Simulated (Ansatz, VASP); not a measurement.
## CsSnI3: changing the dispersion correction

The cell as given:

```
CELL_PARAMETERS angstrom
6.20570 0.00000 0.00000
0.00000 6.20570 0.00000
0.00000 0.00000 6.20570
ATOMIC_POSITIONS crystal
Cs 0.00000 0.00000 0.00000
I 0.50000 0.50000 0.00000
I 0.50000 0.00000 0.50000
I 0.00000 0.50000 0.50000
Sn 0.50000 0.50000 0.50000
```

The cell comes from a database or a generator and needn't be the form met in nature.

The cell was measured well above room temperature.

Kept alike: task relaxation of cell and atoms; functional RPBE; k mesh 4 × 4 × 4; occupations fermi-dirac, width 0.05 eV; no spin polarisation. Program: Ansatz, Ansatz PAW, cutoff 420 eV. The mesh is that of the run's cell of 5 atoms. No spin-orbit coupling.

```csv
dispersion correction,band gap (eV),volume (Å³/atom)
D4,0.390,48.412
none,0.803,53.660
```

Spin-orbit coupling, left out here, moves the band edges of heavy atoms and can close or invert small gaps. Gaps hold for each row's own relaxed cell. The relaxations keep at least the cell's symmetry (Pm-3m). Relaxations stop with a little pressure left, so the last digits of a volume or edge aren't settled. Runs of this series that gave no sound value for these columns are left out. A gap read on the mesh alone can miss an edge between its points. All rows use potentials made for PBE.

The band gap runs from 0.390 (D4) to 0.803 eV (none). A twin series (VASP, PBE PAW files Cs_sv, I, Sn_d, 600 eV) moves it by +0.4067 between D4 and none, against +0.4133 eV here. The volume runs from 48.412 (D4) to 53.660 Å³/atom (none). Against no correction: D4 -9.8 %. Dispersion terms mostly attract and so lower the volume; the schemes' coefficients and damping set how far. A twin series (VASP, PBE PAW files Cs_sv, I, Sn_d, 600 eV) moves it by +5.1106 between D4 and none, against +5.2478 Å³/atom here.
